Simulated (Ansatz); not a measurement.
## AlNi3 under changes of volume

One of the cells (10.932 Å³/atom); the others are scaled copies at fixed shape and fractional positions:

```
Ni Al
1.0
     3.52305    0.00000    0.00000
     0.00000    3.52305    0.00000
     0.00000    0.00000    3.52305
Ni Al
3 1
Cartesian
  1.7615 1.7615 0.0000
  1.7615 0.0000 1.7615
  0.0000 1.7615 1.7615
  0.0000 0.0000 0.0000
```

The cell is a database's computed one.

| Item | Value |
| --- | --- |
| Program | Ansatz 0.2.0 |
| Functional | PBEsol |
| Potentials or basis | all-electron LAPW, scalar-relativistic |
| Cutoff | 310 eV (chosen from the basis error) |
| Basis error allowed | 0.001 eV/atom |
| k mesh | 8 × 8 × 8 |
| Occupations | fermi-dirac, width 0.05 eV |
| Spin | collinear spin, ferromagnetic start |
| Starting moments | [1.0, 1.0, 1.0, 0.0] μB |

```tsv
volume (Å³/atom)	energy over the lowest point (meV/atom)	pressure (GPa)	moment (μB per cell)
10.276	24.62	13.5	0.59
10.495	9.84	8.2	0.62
10.713	1.87	3.5	0.65
10.932	0.00	-0.7	0.67
11.151	?	?	?
11.369	12.05	-7.9	0.70
11.588	24.88	-10.9	0.72
```

Q: What does the run at 11.151 Å³/atom give?

A: Energy over the lowest point 3.59 meV/atom; pressure -4.5 GPa; moment 0.69 μB per cell.

Worked out: A Birch-Murnaghan fit of order 3 (a polynomial in V^(-2/3)) to the other rows has its minimum at 10.89 Å³/atom with B0 = V·E''(V) = 203 GPa and B' = 4.6. It gives 3.60 meV/atom at 11.151 Å³/atom, against the run's 3.59, and -dE/dV = -4.5 GPa, against -4.5. A parabola through the other rows of the moment, of slope 0.0802 μB per Å³/atom there, gives 0.69 μB, against the run's 0.69.

Energies are extrapolated to zero smearing.
